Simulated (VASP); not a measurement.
# VASP 6.6.1 run: MgS

INCAR

```
EDIFF = 1E-7
SIGMA = 0.02
ENCUT = 520
ISMEAR = -1
LCHARG = .FALSE.
LASPH = .TRUE.
GGA = AM
NBANDS = 11
LWAVE = .FALSE.
IBRION = -1
PREC = Accurate
LREAL = .FALSE.
NELM = 92
ISIF = 2
NSW = 0
```

KPOINTS

```
KPOINTS created by Atomic Simulation Environment
0
Gamma
8 8 8
0 0 0
```

POSCAR

```
Mg S
 1.0000000000000000
    -0.0163055601000000    2.8287256651999999    2.8287256651999999
     2.8287256651999999   -0.0163055601000000    2.8287256651999999
     2.8287256651999999    2.8287256651999999   -0.0163055601000000
 Mg  S
   1   1
Cartesian
 -0.0030027100771799 -0.0030027100771799 -0.0030027100771799
  1.4132891526521798  1.4132891526521798  1.4132891526521798
```

The recommended PBE PAW datasets give the neutral cell 8 valence electrons.

Command

```
mpirun -np 1 vasp_std
```

OSZICAR

```
N       E                     dE             d eps       ncg     rms          rms(c)
DAV:   1     0.247946328925E+02    0.24795E+02   -0.34168E+03  1438   0.574E+02
DAV:   2    -0.705271473210E+01   -0.31847E+02   -0.30318E+02  1745   0.991E+01
DAV:   3    -0.899024965083E+01   -0.19375E+01   -0.19347E+01  1760   0.267E+01
DAV:   4    -0.900591067055E+01   -0.15661E-01   -0.15659E-01  1682   0.292E+00
DAV:   5    -0.900610525044E+01   -0.19458E-03   -0.19458E-03  1779   0.320E-01    0.381E+00
DAV:   6    -0.856071744440E+01    0.44539E+00   -0.11051E+00  1553   0.390E+00    0.279E+00
DAV:   7    -0.852965878148E+01    0.31059E-01   -0.24103E-01  1718   0.201E+00    0.209E+00
DAV:   8    -0.853779334756E+01   -0.81346E-02   -0.25067E-02  1562   0.920E-01    0.110E+00
DAV:   9    -0.853699269966E+01    0.80065E-03   -0.19462E-03  1616   0.219E-01    0.392E-01
DAV:  10    -0.853729980557E+01   -0.30711E-03   -0.86977E-04  1565   0.140E-01    0.933E-02
DAV:  11    -0.853731733288E+01   -0.17527E-04   -0.80898E-05  1727   0.375E-02    0.604E-02
DAV:  12    -0.853732094565E+01   -0.36128E-05   -0.13319E-05  1604   0.183E-02    0.323E-03
DAV:  13    -0.853732106699E+01   -0.12134E-06   -0.32411E-07  1769   0.312E-03    0.230E-03
DAV:  14    -0.853732110259E+01   -0.35591E-07   -0.47358E-08  1607   0.120E-03
   1 F= -.85373211E+01 E0= -.85373211E+01  d E =-.492246E-11
```

From OUTCAR

```
k-points           NKPTS =     65   k-points in BZ     NKDIM =     65   number of bands    NBANDS=     11

   NELECT =       8.0000    total number of electrons

   dimension x,y,z NGX =    30 NGY =   30 NGZ =   30
   dimension x,y,z NGXF=    60 NGYF=   60 NGZF=   60

  energy-cutoff  :      520.00
  volume of cell :       45.66
      direct lattice vectors                 reciprocal lattice vectors
    -0.016305560  2.828725665  2.828725665    -0.175237010  0.176252981  0.176252981
     2.828725665 -0.016305560  2.828725665     0.176252981 -0.175237010  0.176252981
     2.828725665  2.828725665 -0.016305560     0.176252981  0.176252981 -0.175237010

 k-points in reciprocal lattice and weights: KPOINTS created by Atomic Simulation Env
   0.00000000  0.00000000  0.00000000       0.002
   0.12500000  0.00000000  0.00000000       0.012
   0.25000000  0.00000000  0.00000000       0.012
   0.37500000  0.00000000 -0.00000000       0.012
   0.50000000  0.00000000  0.00000000       0.006
   0.12500000  0.12500000  0.00000000       0.012
   0.25000000  0.12500000  0.00000000       0.023
   0.37500000  0.12500000  0.00000000       0.023
   ...

 E-fermi :   1.4769

 k-point     1 :       0.0000    0.0000    0.0000
  band No.  band energies     occupation
      1     -10.1709      2.00000
      2       1.0225      2.00000
      3       1.0225      2.00000
      4       1.0713      2.00000
      5       4.4570      0.00000
      6       8.9075      0.00000
      7       8.9075      0.00000
      8       9.0225      0.00000
      9      11.8344      0.00000
     10      11.8344      0.00000
     11      14.7029      0.00000

 k-point     2 :       0.1250    0.0000    0.0000
  band No.  band energies     occupation
      1     -10.0843      2.00000
      2       0.3497      2.00000
      3       0.9713      2.00000
      4       1.0122      2.00000
      5       5.1160      0.00000
      6       8.7368      0.00000
      7       9.0848      0.00000
      8       9.1842      0.00000
      9      11.3671      0.00000
     10      11.3920      0.00000
     11      14.0912      0.00000

 k-point     3 :       0.2500    0.0000    0.0000
  band No.  band energies     occupation
      1      -9.8601      2.00000
      2      -0.8160      2.00000
      3       0.8555      2.00000
      4       0.8902      2.00000
      5       5.9739      0.00000
      6       8.7725      0.00000
      7       9.1356      0.00000
      8       9.2092      0.00000
      9      11.3903      0.00000
     10      11.4694      0.00000
     11      13.2370      0.00000

 k-point     4 :       0.3750    0.0000   -0.0000
  band No.  band energies     occupation
      1      -9.6093      2.00000
      2      -1.7370      2.00000
      3       0.7493      2.00000
      4       0.7785      2.00000
      5       6.1583      0.00000
      6       8.7906      0.00000
      7       8.8527      0.00000
      8       9.3373      0.00000
      9      12.6612      0.00000
     10      12.7717      0.00000
     11      13.2335      0.00000

 k-point     5 :       0.5000    0.0000    0.0000
  band No.  band energies     occupation
      1      -9.4956      2.00000
      2      -2.0863      2.00000
      3       0.7078      2.00000
      4       0.7348      2.00000
      5       6.1304      0.00000
      6       8.6224      0.00000
      7       8.6850      0.00000
      8       9.5832      0.00000
      9      13.8518      0.00000
     10      14.1169      0.00000
     11      14.2271      0.00000

 ...

  Total       -0.0584400     -0.0584400     -0.0584400      0.0479849      0.0479849      0.0479849
  in kB       -2.0505936     -2.0505936     -2.0505936      1.6837340      1.6837340      1.6837340
  external PRESSURE =      -2.0505936 kB  Pullay stress =       0.0000000 kB

 POSITION                                       TOTAL-FORCE (eV/Angst)
 -----------------------------------------------------------------------------------
      5.63814      5.63814      5.63814        -0.000979     -0.000979     -0.000979
      1.41329      1.41329      1.41329         0.000979      0.000979      0.000979
 -----------------------------------------------------------------------------------
    total drift:                               -0.000024     -0.000024     -0.000024

  FREE ENERGIE OF THE ION-ELECTRON SYSTEM (eV)
  ---------------------------------------------------
  free  energy   TOTEN  =        -8.5373211026 eV

  energy  without entropy=       -8.5373211026  energy(sigma->0) =       -8.53732110
```

It converged. Results: gap between bands v and c on the k mesh 3.39 eV; least direct gap on the k mesh 3.39 eV; pressure -0.2 GPa. Band v is the last that the valence electrons fill when counted band by band, and c is the next.

For comparison, a separate PBE run of the intended cell, on usual settings and not on those above, gives a gap of 3.39 eV on its mesh and a pressure of 0.6 GPa.

The run above took about 27 s on one core of a shared host (Intel Xeon Platinum 8488C) and held 0.19 GiB at most.
